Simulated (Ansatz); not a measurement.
Ce (dhcp)

Computed with Ansatz (plane waves, PAW, 420 eV cutoff): PBE, scalar-relativistic, collinear spin, 14×14×4 k-mesh, Gaussian smearing of 0.05 eV. The datasets are Ansatz's generated set soft_2.

```cif
data_structure
_symmetry_space_group_name_H-M 'P6_3/mmc'
_symmetry_Int_Tables_number 194
_cell_length_a 3.3622
_cell_length_b 3.3622
_cell_length_c 11.0170
_cell_angle_alpha 90.000
_cell_angle_beta 90.000
_cell_angle_gamma 120.000
_cell_volume 107.86
loop_
_atom_site_label
_atom_site_type_symbol
_atom_site_symmetry_multiplicity
_atom_site_Wyckoff_symbol
_atom_site_fract_x
_atom_site_fract_y
_atom_site_fract_z
_atom_site_occupancy
Ce1 Ce 2 a 0.00000 0.00000 0.00000 1
Ce2 Ce 2 c 0.33333 0.66667 0.25000 1
```

At room temperature and ambient pressure Ce is fcc.

Magnetic state: non-magnetic, site spin moments none.

Q: Which orbitals carry the states at the Fermi level, and how many states are there?

A: Within 0.1 eV of it: Ce 4f 69 %, Ce 5d 25 % (shares among the projected shells). The density of states at the Fermi level is about 11 states/eV per cell, averaged over 0.3 eV.

Density of states (tetrahedra, averaged over 0.3 eV; states/eV per cell of 4 atoms; energy in eV from the Fermi level; projections on Löwdin-orthogonalised atomic orbitals, summed over sites):

| E | total | Ce 4f down | Ce 4f up | Ce 5d up | Ce 5d down | Ce 6s |
| --- | --- | --- | --- | --- | --- | --- |
| -3.10 | 0.0 | 0.0 | 0.0 | 0.0 | 0.0 | 0.0 |
| -2.80 | 0.1 | 0.0 | 0.0 | 0.0 | 0.0 | 0.1 |
| -2.50 | 0.8 | 0.0 | 0.0 | 0.3 | 0.3 | 0.1 |
| -2.20 | 2.3 | 0.0 | 0.0 | 0.9 | 0.9 | 0.3 |
| -1.90 | 4.4 | 0.1 | 0.1 | 1.7 | 1.7 | 0.4 |
| -1.60 | 7.1 | 0.3 | 0.3 | 2.6 | 2.6 | 0.8 |
| -1.30 | 7.4 | 0.5 | 0.5 | 2.6 | 2.6 | 0.8 |
| -1.00 | 6.9 | 0.7 | 0.7 | 2.4 | 2.4 | 0.5 |
| -0.70 | 6.7 | 1.0 | 1.0 | 2.0 | 2.0 | 0.4 |
| -0.40 | 8.7 | 2.1 | 2.1 | 1.9 | 1.9 | 0.3 |
| -0.10 | 10.7 | 3.4 | 3.4 | 1.6 | 1.6 | 0.4 |
| 0.20 | 19.6 | 8.1 | 8.1 | 1.4 | 1.4 | 0.5 |
| 0.50 | 56.7 | 26.7 | 26.7 | 1.4 | 1.4 | 0.2 |
| 0.80 | 68.9 | 32.6 | 32.6 | 1.5 | 1.5 | 0.4 |
| 1.10 | 24.1 | 10.5 | 10.5 | 1.4 | 1.4 | 0.1 |
| 1.40 | 10.0 | 2.5 | 2.5 | 2.3 | 2.3 | 0.2 |
| 1.70 | 7.2 | 1.2 | 1.2 | 2.2 | 2.2 | 0.2 |
| 2.00 | 6.5 | 0.8 | 0.8 | 2.2 | 2.2 | 0.2 |
| 2.30 | 6.3 | 0.6 | 0.6 | 2.3 | 2.3 | 0.3 |
| 2.60 | 6.7 | 0.5 | 0.5 | 2.5 | 2.5 | 0.4 |
| 2.90 | 5.4 | 0.3 | 0.3 | 2.1 | 2.1 | 0.4 |

For elements this heavy, spin–orbit coupling would shift levels and gaps; it isn't included here. The run wasn't fully tested for a lower electronic state.

A lower state of the open shells can't be excluded, and forces and pressures are less sure for it.
